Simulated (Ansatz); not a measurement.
A vibration from a frozen displacement in BaZrO3

Theory: Ansatz 0.2.0, DFT r2SCAN, scalar-relativistic, plane waves, PAW. Settings: plane waves to 500 eV, k-mesh 6×6×6 (Γ-centred), Gaussian smearing 0.05 eV. Spin–orbit coupling is left out, which matters for the heavy elements here. No spin polarisation. Energies are free energies at this smearing, counted from the undisturbed cell; pressure is positive in compression.

The starting cell (as given, not relaxed at this level; it stands at 2.9 GPa, and it needn't be the usual structure):

```
Ba Zr O
1.0
     4.18150    0.00000    0.00000
     0.00000    4.18150    0.00000
     0.00000    0.00000    4.18150
Ba Zr O
1 1 3
Direct
  0.50000 0.50000 0.50000
  0.00000 0.00000 0.00000
  0.50000 0.00000 0.00000
  0.00000 0.50000 0.00000
  0.00000 0.00000 0.50000
```

Every Ba atom is moved by x along the Cartesian unit vector (0.707, -0.707, 0.000); the cell and all other atoms stay fixed. The cell's volume is 73.11 Å³; the moved atoms weigh 137.327 u together and the others 139.221 u. Some rows repeat others by symmetry and weren't run.

| x (Å) | ΔE (meV/cell) | total force on the moved atoms along the move (eV/Å) | pressure (GPa) |
| --- | --- | --- | --- |
| -0.2000 | 83.90 | 0.8719 | 3.6345 |
| -0.1750 | 63.65 | 0.7494 | 3.4495 |
| -0.1500 | 46.39 | 0.6323 | 3.2902 |
| -0.1250 | 31.99 | 0.5199 | 3.1560 |
| -0.1000 | 20.36 | 0.4113 | 3.0468 |
| -0.0750 | 11.40 | 0.3058 | 2.9620 |
| -0.0500 | 5.05 | 0.2025 | 2.9017 |
| -0.0250 | 1.26 | 0.1008 | 2.8654 |
| 0.0000 | 0.00 | 0.0000 | 2.8535 |
| 0.0250 | 1.26 | -0.1008 | 2.8654 |
| 0.0500 | 5.05 | -0.2025 | 2.9017 |
| 0.0750 | 11.40 | -0.3058 | 2.9620 |
| 0.1000 | 20.36 | -0.4113 | 3.0468 |
| 0.1250 | 31.99 | -0.5199 | 3.1560 |
| 0.1500 | 46.39 | -0.6323 | 3.2902 |
| 0.1750 | 63.65 | -0.7494 | 3.4495 |
| 0.2000 | 83.90 | -0.8719 | 3.6345 |

Q: What frequency belongs to this motion?

A: The force constant is k = −dF/dx = 4.033 eV/Å², from the parabola through x = -0.0250, 0 and 0.0250. In every cell the moved atoms swing against the rest, so the mass is μ = m₁m₂/(m₁ + m₂) = 69.134 u, and ν̃ = 521.5 cm⁻¹ × √(|k|/μ) = 126 cm⁻¹, at this cell's pressure of 2.9 GPa. The pattern needn't be a normal mode: ν̃² is then a weighted mean of the squared nonzero frequencies at the zone centre of this cell, taken without macroscopic field, so it lies between the lowest and the highest of them.

Q: How far does the harmonic law reach?

A: At x = -0.200 Å, kx²/2 = 80.67 meV against the computed 83.90 meV (+4.0 %): the well is still close to harmonic there.

Q: The pressure changes with x². What does that say about the frequency under compression?

A: With E = k(V)x²/2, k ∝ V^(−2γ) and x scaling with the cell as V^(1/3), P − P0 = −∂E/∂V = (2γ − 2/3) ΔE/V. At x = 0.0500 Å, V(P − P0) = 73.11 × 0.04822 / 160.2 eV = 22.01 meV and ΔE = 5.05 meV, so γ = 1/3 + V(P − P0)/(2ΔE) = 2.51. This is the Grüneisen parameter of the motion under uniform scaling of the cell: shrinking the cell evenly by 1 % in volume raises the frequency by about 2.51 %.